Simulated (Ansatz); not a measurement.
The system is PtSe2 (Sudovikovite).

```
Pt Se
1.0
     3.72400    0.00000    0.00000
    -1.86200    3.22508    0.00000
     0.00000    0.00000    5.06200
Pt Se
1 2
Cartesian
  0.0000 0.0000 0.0000
  1.8620 1.0750 3.7965
  0.0000 2.1501 1.2655
```

| Property | Result |
| --- | --- |
| Program | Ansatz 0.2.0 |
| Task | relaxation of cell and atoms |
| Functional | r2SCAN |
| Potentials or basis | Ansatz PAW |
| Cutoff | 500 eV (not typed: the program's choice for these potentials) |
| k mesh | 8 × 8 × 5 |
| Occupations | fermi-dirac, width 0.05 eV |
| Spin | no spin polarisation |
| Hubbard terms | Pt d U = 8 eV |

At the start: volume 20.27 Å³/atom.

Question: Where does the relaxation end?

Answer: It ends after 6 steps and the volume is 20.95 Å³/atom (+3.4 %); space group P-3m1 (No. 164, to 0.05 Å).

The path:
```tsv
step	energy change (eV)	largest force (eV/Å)	volume (Å³)
1	0.0000	0.5996	60.80
2	-0.0298	0.3228	64.18
3	-0.0449	0.0081	63.08
4	-0.0451	0.0100	62.95
5	-0.0451	0.0080	62.84
6	-0.0454	0.0081	62.84
```

Final structure:
```xyz
3
Lattice="3.7660 0.0000 0.0000 -1.8830 3.2614 0.0000 0.0000 0.0000 5.1165" Properties=species:S:1:pos:R:3 pbc="T T T"
Pt    0.0000    0.0000    0.0000
Se    1.8830    1.0871    3.8175
Se    0.0000    2.1743    1.2990
```

Caveat: the plane-wave basis is chosen anew once the cell has moved, so the energies of steps on either side of that aren't comparable; the PAW data sets come from PBE, with cores solved anew for the run's functional, which leaves a small shift of forces and pressure.
